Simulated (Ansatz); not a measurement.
The system is Fe.

```xyz
1
Lattice="-1.4430 1.4430 1.4430 1.4430 -1.4430 1.4430 1.4430 1.4430 -1.4430" Properties=species:S:1:pos:R:3 pbc="T T T"
Fe    0.0000    0.0000    0.0000
```

Base run:

- Program: Ansatz 0.2.0
- Functional: PBE
- Potentials or basis: PseudoDojo stringent (PBE files)
- Cutoff: 1605 eV
- Density cutoff: 6422 eV
- k mesh: 13 × 13 × 13
- Occupations: fermi-dirac, width 0.05 eV
- Spin: collinear spin, ferromagnetic start
- Starting moments: [3.0] μB

Its results: band gap on the k mesh none (metal or under the smearing width); pressure -7.8 GPa; net moment 2.35 μB per cell; site moments Fe +2.42 μB.

**Question.** The run is repeated on the same cell with these changes: potentials or basis from PseudoDojo stringent (PBE files) to SSSP efficiency PAW; cutoff from 1605 eV to 1225 eV; density cutoff from 6422 eV to 17143 eV. What comes out?

**Answer.** Band gap on the k mesh none (metal or under the smearing width); pressure -9.1 GPa; net moment 2.24 μB per cell; site moments Fe +2.30 μB.

Not every run made on this cell is shown here.
